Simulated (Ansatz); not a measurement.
GaP, one cell by several methods

```
Ga P
1.0
     0.00000    2.73898    2.69800
     2.73898    0.00000    2.69800
     2.73898    2.73898    0.00000
Ga P
1 1
Direct
  0.00000 0.00000 0.00000
  0.75000 0.75000 0.75000
```

Atoms are numbered in the order listed.

The conventional cell has a = 3.874 Å, b = 3.874 Å, c = 5.396 Å, α = 90.00°, β = 90.00°, γ = 90.00°. Ga (atom 1) is surrounded by 4 P at 2.36 Å. P (atom 2) has 4 Ga at 2.36 Å as nearest neighbours.

The geometry is COD entry 9008846, unchecked; take it as a test cell. The listed cell was then made from it by scaling, straining or moving an atom.

Methods: DFT, PBE, PAW with Ansatz's default frozen-core files, scalar-relativistic (Ansatz 0.2.0); DFT, PBE, all-electron PAW with datasets made for the crystal, scalar-relativistic (Ansatz 0.2.0); DFT, PBE, all-electron LAPW, scalar-relativistic (Ansatz 0.2.0).

For PAW: a Γ-centred 12×12×12 k mesh, Fermi–Dirac smearing of 0.08 eV, cutoff 420 eV, no spin polarisation. The crystal-made all-electron datasets (AE datasets) take a cutoff of 240 eV at this cell. LAPW targets a basis error of 0.5 meV/atom. The Ansatz runs share mesh, smearing and spin set-up. Plane-wave (PAW) pressures include the program's estimate of the Pulay term.

Stress and pressure are positive in compression.

The change that made this cell: z strained by -1 % at fixed volume.

```csv
quantity,PAW,AE datasets,LAPW
pressure (GPa),2.50,2.48,2.48
stress xx (GPa),2.15,2.12,2.12
stress zz (GPa),3.22,3.20,3.20
band gap (eV),1.451,1.453,1.453
field gradient Vzz at Ga1 (10²¹ V/m²),0.31,0.31,–
field gradient Vzz at P2 (10²¹ V/m²),-0.19,-0.18,–
```

PAW's pressure differs from the LAPW value by +0.02 GPa.
